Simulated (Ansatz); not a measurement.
# V2NOS MXene bilayer (AA) in a perpendicular field, part 3 of 3

Aim: how the V2NOS MXene bilayer (AA) screens a field along its normal, and what the field does to its bands. A positive field points along +c.

Ansatz 0.2.0; plane-wave DFT, PBE-D4, Ansatz PAW.

So far. Step 7 (Atoms held, field 0.25 V/Å): The dipole is 0.100 e·Å, 0.146 e·Å from its value without field. Step 8 (Single point, field -0.25 V/Å): The dipole is -0.191 e·Å, -0.146 e·Å from its value without field.

**9. Response, atoms held**

This step: plane-wave DFT, PBE-D4, Ansatz PAW; response to a field along the normal, atoms held (Ansatz 0.2.0).

The dipoles give the slope, and the difference of two potentials shows where the field is screened.

Numbers from this step:

```yaml
equivalent_conductor_thickness_p_eps_0ae: 13.97 Å
distance_between_the_outer_atoms: 12.40 Å
```

The dipole of the cell by applied field:

| applied field (V/Å) | dipole of the cell (e·Å) |
| --- | --- |
| -0.250 | -0.191 |
| -0.030 | -0.0631 |
| 0.000 | -0.0456 |
| 0.030 | -0.0281 |
| 0.150 | 0.0419 |
| 0.250 | 0.100 |

Local field over the applied field, running mean. From the potentials at -0.03 and 0.03 V/Å; running mean over 2.5 Å. The local field over applied field by z:

z (Å), local field over applied field and a bar from the least value:
```
      4.5      0.999 ##############################
      5.0      0.997 ##############################
      5.5      0.991 ##############################
      6.0      0.972 #############################
      6.5      0.923 ############################
      7.0      0.817 #########################
      7.5      0.660 ####################
      8.0      0.481 ##############
      8.5      0.297 #########
      9.0      0.150 #####
      9.5      0.065 ##
     10.0      0.026 #
     10.5      0.013 
     11.0      0.016 #
     11.5      0.014 
     12.0      0.004 
     12.5      0.002 
     13.0      0.000 
     13.5      0.000 
     14.0     -0.001 
     14.5      0.000 
     15.0      0.001 
     15.5      0.001 
     16.0      0.000 
     16.5      0.001 
     17.0      0.001 
     17.5      0.002 
     18.0      0.001 
     18.5      0.001 
     19.0      0.004 
     19.5      0.012 
     20.0      0.032 #
     20.5      0.084 ###
     21.0      0.185 ######
     21.5      0.340 ##########
     22.0      0.518 ################
     22.5      0.695 #####################
     23.0      0.844 #########################
     23.5      0.942 ############################
     24.0      0.982 #############################
     24.5      0.995 ##############################
     25.0      0.999 ##############################
     25.5      1.000 ##############################
     26.0      1.000 ##############################
```

Electrons, planar mean, per unit field. The induced electron density by z:

| z (Å) | induced electron density (e/Å³ per V/Å) |
| --- | --- |
| 5 | 1.2e-5 |
| 6 | 1.3e-4 |
| 7 | 0.00103 |
| 8 | 0.00373 |
| 9 | 0.00117 |
| 10 | -9.8e-4 |
| 11 | -2.0e-4 |
| 12 | -5.6e-5 |
| 13 | 9.3e-5 |
| 14 | -2.9e-5 |
| 15 | 1.5e-6 |
| 16 | 3.6e-5 |
| 17 | -5.8e-5 |
| 18 | 6.5e-5 |
| 19 | 8.5e-5 |
| 20 | -1.5e-4 |
| 21 | -0.00123 |
| 22 | -0.00392 |
| 23 | -8.2e-4 |
| 24 | -6.8e-5 |
| 25 | -4.3e-6 |
| 26 | -2.8e-7 |

By hand: between -0.03 and 0.03 V/Å the dipole changes by 0.03500 e·Å, a slope of 0.5834 e·Å²/V. A perfect conductor of thickness t has p = ε₀AEt, so t = 180.95 × 0.5834 / 7.557 = 13.97 Å (e/ε₀ = 180.95 V·Å, A in Å²).

The induced dipole is that of a conductor 13.97 Å thick.

**10. A changed input**

This step: plane-wave DFT, PBE-D4, Ansatz PAW (Ansatz 0.2.0).

A run with a changed input: it repeats the earlier run at 0.03 V/Å with efield.dipole_correction from true to false.

File input.yaml:

```yaml
crystal:
  lattice:
    - [2.9539697866, 0.0, 0.0]
    - [-1.4769848933, 2.5582128772, 0.0]
    - [0.0, 0.0, 30.4045822593]
  atoms:
    - { symbol: S, position: [0.3333333333, 0.6666666667, 0.2960080136] }
    - { symbol: V, position: [0.6666666667, 0.3333333333, 0.3487092748] }
    - { symbol: "N", position: [0.0, 0.0, 0.3842808032] }
    - { symbol: V, position: [0.3333333333, 0.6666666667, 0.4209745612] }
    - { symbol: O, position: [0.6666666667, 0.3333333333, 0.4534635939] }
    - { symbol: S, position: [0.3333333333, 0.6666666667, 0.5465897016] }
    - { symbol: V, position: [0.6666666667, 0.3333333333, 0.5992755985] }
    - { symbol: "N", position: [0.0, 0.0, 0.6348964779] }
    - { symbol: V, position: [0.3333333333, 0.6666666667, 0.6720020692] }
    - { symbol: O, position: [0.6666666667, 0.3333333333, 0.7039919864] }
kpoints:
  mp_grid: { grid: [18, 18, 1] }
  band_path:
    path: [[0, 0, 0], [0.5, 0, 0], [0.33333333, 0.33333333, 0], [0, 0, 0]]
    npoints: 16
hamiltonian:
  xc: pbe
  dispersion: d4
scf:
  occupations: { method: fermi_dirac, width: 0.02585 }
  convergence: { dr2_threshold: 1.0e-10 }
efield:
  axis: 3
  dipole_correction: false
  ramp_position: 0.97
  ramp_width: 0.06
  amplitude: 0.03
output:
  write_potential: true
  write_density: true
  volumetric_format: npy
```

Started as:

```console
ansatz run input.yaml --threads 4 --pin off --max-ram 6144MiB --backend cpu --events-out ev --progress --plain --runs-dir out
```

Numbers of over 12 decimals in the logs are rounded to 6 here.

What it wrote:

```text
[...]
Crystal: 10 atoms, lattice volume = 229.764 Å³
Basis set: ecut = 420 eV, 4397 PW (Γ)
Bands: 53, of which v1, the nominal top of the filled ones, is band 43 counted from 1 (42 counted from 0)
Symmetry: 6 space group operations
[...]
k-points: 37 of 324 (time reversal used)
[...]
SCF iter   1: F=—  HF=-15367.554918 eV  |F-HF|=—  |Δ(HF+E_count)|=         —  Δρ=7.12e-3  dr2=3.07e-1  ethr=1.77e-3  p=-0.071 e·Å  V_vac-E_F(+/−)=6.41/5.44 eV  ⟨swp⟩=8.7  Hψ=9863  notcnv=0  defer=8
[...]
SCF iter  11: F=-15367.533830 eV  HF=-15367.533830 eV  |F-HF|=1.60e-10  |Δ(HF+E_count)|=  1.49e-10  Δρ=3.74e-8  dr2=8.51e-12  ethr=1.00e-12  p=-0.052 e·Å  V_vac-E_F(+/−)=6.25/5.31 eV  ⟨swp⟩=9.2  Hψ=4991  notcnv=0
SCF 1 converged in 11 iterations: F = -15367.533830 eV  dr2 = 8.51e-12
[...]
SCF converged after 11 iterations
Free energy (F): -15367.533830 eV
[...]
Internal energy: -15367.520552 eV  (E = F + TS)
E sigma→0 (E₀):  -15367.527191 eV
Entropy (-TS):   -0.013278 eV (-1.328 meV/atom)
Fermi energy:    3.420199 eV
Dipole field:    D = -0.040957 V/Å  (p = -0.052006 e·Å, saw-weighted)
Work function:   not extracted (applied field tilts the vacuum); planar V_es + V_field profile in the machine report
[...]
--- Band table (eV; the first three rows and the last of 37) ---
  k-point 0: bands = [... 39 lower, 2.3473, 3.0430, 3.1433, 3.1433, 3.1683, 3.1870, 3.1870, 3.7778, ... 6 higher]
  k-point 1: bands = [... 39 lower, 2.2443, 2.8119, 2.8711, 3.2578, 3.3049, 3.3977, 3.4440, 3.7997, ... 6 higher]
  k-point 2: bands = [... 39 lower, 2.0783, 2.5632, 2.6162, 3.3778, 3.4201, 3.5705, 3.6232, 3.9351, ... 6 higher]
  k-point 36: bands = [... 39 lower, 0.1281, 3.1989, 3.2878, 3.3780, 3.4103, 3.8174, 3.8790, 4.3162, ... 6 higher]
```

Wall time 32 s (4 threads of Intel Xeon Platinum 8259CL at 2.50GHz (Skylake/Cascade Lake), shared host); peak memory 0.91 GiB.

| quantity | this run | earlier run | difference |
| --- | --- | --- | --- |
| dipole along the normal (e·Å) | -0.05201 | -0.02811 | -0.024 |

With the dipole correction off, the periodic images add a field of their own to the typed one.

It moves by -0.0239 e·Å.

These numbers are not those of the isolated slab.

**11. A changed input**

Another changed input: it repeats the earlier run at 0.03 V/Å with basis.ecutwfc to 29.4 Ry and accuracy to low.

Changes to input.yaml since step 10:

```diff
@@ -29,3 +29,3 @@
   axis: 3
-  dipole_correction: false
+  dipole_correction: true
   ramp_position: 0.97
@@ -37 +37,4 @@
   volumetric_format: npy
+basis:
+  ecutwfc: "29.4 Ry"
+accuracy: low
```

What it wrote:

```text
Warning: basis.ecutwfc = 400.007378 eV is below the records' recommended 420 eV, and the density's cutoff is lower with it unless basis.ecutrho_ratio is high enough to keep the records' density cutoff: compare with a run at a higher cutoff
[...]
Crystal: 10 atoms, lattice volume = 229.764 Å³
Basis set: ecut = 400.007378 eV, 4179 PW (Γ)
Bands: 53, of which v1, the nominal top of the filled ones, is band 43 counted from 1 (42 counted from 0)
Symmetry: 6 space group operations
[...]
k-points: 37 of 324 (time reversal used)
[...]
SCF iter   1: F=—  HF=-15376.463172 eV  |F-HF|=—  |Δ(HF+E_count)|=         —  Δρ=1.25e-1  dr2=4.30e1  ethr=3.10e-3  p=0.018 e·Å  D=1.43e-2 V/Å  ΔV_dip=-0.44 eV  dr2_dipole=1.98e-1  V_vac-E_F(+/−)=7.76/7.35 eV  ⟨swp⟩=9.1  Hψ=10229  notcnv=0  defer=3
[...]
SCF iter  14: F=-15367.500829 eV  HF=-15367.500829 eV  |F-HF|=1.16e-10  |Δ(HF+E_count)|=  1.40e-10  Δρ=1.15e-7  dr2=6.56e-11  ethr=1.00e-12  p=-0.028 e·Å  D=-2.22e-2 V/Å  ΔV_dip=0.67 eV  dr2_dipole=1.13e-13  V_vac-E_F(+/−)=6.54/5.03 eV  ⟨swp⟩=12.0  Hψ=6206  notcnv=0
SCF 1 converged in 14 iterations: F = -15367.500829 eV  dr2 = 6.56e-11
[...]
SCF converged after 14 iterations
Free energy (F): -15367.500829 eV
[...]
Internal energy: -15367.487558 eV  (E = F + TS)
E sigma→0 (E₀):  -15367.494194 eV
Entropy (-TS):   -0.013271 eV (-1.327 meV/atom)
Fermi energy:    3.414504 eV
Dipole field:    D = -0.022151 V/Å  (p = -0.028126 e·Å, saw-weighted, corrected)
Work function:   not extracted (applied field tilts the vacuum); planar V_es + V_field profile in the machine report
[...]
--- Band table (eV; the first three rows and the last of 37) ---
  k-point 0: bands = [... 39 lower, 2.3419, 3.0372, 3.1363, 3.1363, 3.1629, 3.1815, 3.1815, 3.7723, ... 6 higher]
  k-point 1: bands = [... 39 lower, 2.2388, 2.8054, 2.8658, 3.2510, 3.2996, 3.3916, 3.4387, 3.7943, ... 6 higher]
  k-point 2: bands = [... 39 lower, 2.0727, 2.5568, 2.6110, 3.3712, 3.4148, 3.5646, 3.6177, 3.9292, ... 6 higher]
  k-point 36: bands = [... 39 lower, 0.1224, 3.1931, 3.2824, 3.3720, 3.4047, 3.8114, 3.8740, 4.3100, ... 6 higher]
```

It took 34 s on 4 threads; peak memory 0.85 GiB; 2.2 min of CPU time.

| quantity | this run | earlier run | difference |
| --- | --- | --- | --- |
| dipole along the normal (e·Å) | -0.02813 | -0.02811 | -1.7e-5 |

The dipole moves by under 0.5 % or 5e-5 e·Å.

The change did no harm here.

**12. Summary of results**

```json
{
 "gap without field": "none",
 "work function, upper face": "6.34 eV",
 "step between the vacuum levels": "1.09 eV",
 "equivalent conductor thickness, atoms held": "14.0 Å"
}
```

The induced dipole equals that of a perfect conductor 13.97 Å thick, while the outer atoms lie 12.40 Å apart. The two faces differ: the vacuum level above lies 1.09 eV higher than the one below. There is no gap over 0.03 eV, with or without the field. The first relaxation ran with spin and lost its moment, and the later runs have none; other magnetic states were not tried. The MXene's terminations sit over the metal atoms of its far layer; the site over carbon or nitrogen, which some compounds prefer, was not run.

[Logs are printed without paths, hosts, clocks, repeated set-up lines and the standing remarks that a program may print on its own settings, such as how far it seeks lower states.]

[Hosts, paths, dates, database ids (printed as entryN), source tags and the programs' standing remarks are cut or masked in the printed files.]

[Maps of the electrostatic potential energy from Ansatz leave out the sawtooth potential of an applied field or a dipole correction, so their vacuum need not be flat; planar profiles and work functions include it.]
